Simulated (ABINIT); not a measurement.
The system is Pd.

```xyz
1
Lattice="0.0000 1.9465 1.9465 1.9465 0.0000 1.9465 1.9465 1.9465 0.0000" Properties=species:S:1:pos:R:3 pbc="T T T"
Pd    0.0000    0.0000    0.0000
```

Base run:

```yaml
Program: ABINIT 10.8.3 (patched build)
Functional: PBE
Potentials_or_basis: PseudoDojo NC SR PBE v0.5 stringent
Cutoff: 1007 eV
k_mesh: 12 × 12 × 12, with 4 shifts
Occupations: fermi-dirac, width 0.2 eV
Spin: no spin polarisation
```

Its results: pressure 7.2 GPa.

Q: The run is repeated on the same cell with these changes: k mesh from 12 × 12 × 12, with 4 shifts to 9 × 9 × 9; occupations from fermi-dirac, width 0.2 eV to fermi-dirac, width 0.05 eV. What comes out?

A: Pressure 5.7 GPa.
